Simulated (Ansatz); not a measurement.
# SnGe2: the cost of one run

Method: DFT PBE, scalar-relativistic, plane waves, PAW, in Ansatz 0.2.0.

2 further runs of the same task are left out: 2 set aside as unsound or not needed.

## (1) Starting point

It takes space group Fddd (No. 70, orthorhombic). The conventional cell has a = 5.071 Å, b = 8.661 Å, c = 8.828 Å, α = 90.00°, β = 90.00°, γ = 90.00°. Ti (site symmetry 222) is surrounded by 10 Ge at 2.64 to 2.93 Å. Ge (site symmetry 2) is surrounded by 5 Ti at 2.64 to 2.93 Å and 5 Ge at 2.66 to 2.92 Å.

Coordinates:

```cif
data_structure
_symmetry_space_group_name_H-M 'Fddd:1'
_symmetry_Int_Tables_number 70
_cell_length_a 5.0706
_cell_length_b 8.6613
_cell_length_c 8.8277
_cell_angle_alpha 90.000
_cell_angle_beta 90.000
_cell_angle_gamma 90.000
_cell_volume 387.69
loop_
_atom_site_label
_atom_site_type_symbol
_atom_site_symmetry_multiplicity
_atom_site_Wyckoff_symbol
_atom_site_fract_x
_atom_site_fract_y
_atom_site_fract_z
_atom_site_occupancy
Ti1 Ti 8 b 0.75000 0.75000 0.75000 1
Ge1 Ge 16 f 0.25000 0.58121 0.75000 1
```

It is the result of an earlier relaxation at this level (volume 16.15 Å³/atom; gap on the mesh: none (metal)).

## (2) Swap Ti → Sn

The start of SnGe2: fractional positions of relaxed TiGe2, cell scaled by 0.964, a guess from tabulated radii.

## (3) Probe: one point at the start (SnGe2)

File input.yaml:

```yaml
crystal:
  lattice:
    - [0.0, 4.2570284293, 4.1768148066]
    - [2.4452060347, 0.0, 4.1768148066]
    - [2.4452060347, 4.2570284293, 0.0]
  atoms:
    - { symbol: Sn, position: [0.0, 0.0, 0.0] }
    - { symbol: Sn, position: [0.25, 0.25, 0.25] }
    - { symbol: Ge, position: [0.6687903742, 0.6687903742, 0.3312096258] }
    - { symbol: Ge, position: [0.3312096258, 0.3312096258, 0.6687903742] }
    - { symbol: Ge, position: [0.5812096258, 0.5812096258, 0.9187903742] }
    - { symbol: Ge, position: [0.9187903742, 0.9187903742, 0.5812096258] }
basis:
  ecutwfc: 420
kpoints:
  mp_grid: { grid: [6, 6, 6] }
hamiltonian:
  xc: pbe
scf:
  occupations: { method: gaussian, width: 0.1 }
output:
  forces: true
  stress: true
  eigenvalues: true
```

The run is started by

```bash
$ ansatz run input.yaml --threads 1 --pin off --max-ram 2560MiB --backend cpu --events-out ev --progress --plain --runs-dir out
```

**Question.** How long does this run take on 1 thread of Arm Neoverse V2, shared host, and how much memory does it need?

About 12 s, with a peak of 0.45 GiB.
